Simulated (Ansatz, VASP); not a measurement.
**NaCl in VASP and in Ansatz**

```xyz
2
Lattice="3.3588 0.0000 0.0000 0.0000 3.3588 0.0000 0.0000 0.0000 3.3588" Properties=species:S:1:pos:R:3 pbc="T T T"
Na    0.0000    0.0000    0.0000
Cl    1.6794    1.6794    1.6794
```

Alike in both runs: task single point; functional PBE; k mesh 6 × 6 × 6; occupations gaussian, width 0.02 eV; no spin polarisation.

```csv
,VASP,Ansatz
version,VASP 6.6.1,Ansatz 0.2.0
potentials or method,"VASP PAW PBE potentials, release 64 (Na_pv, Cl)","scalar-relativistic, plane waves, PAW"
plane-wave cutoff (eV),520,420
valence electrons in the cell,14,16
```

```csv
,VASP,Ansatz,Ansatz less VASP
gap on the k mesh at the Fermi level (eV),4.44,4.44,0.000
least direct gap on the mesh (eV),5.04,5.04,0.000
pressure (GPa),4.5,4.5,+0.04
```

With one functional, cell and mesh, what is left measures potentials, basis and numerics. The two sets of potentials don't hold the same shells in valence.

A k mesh can miss the band edges.
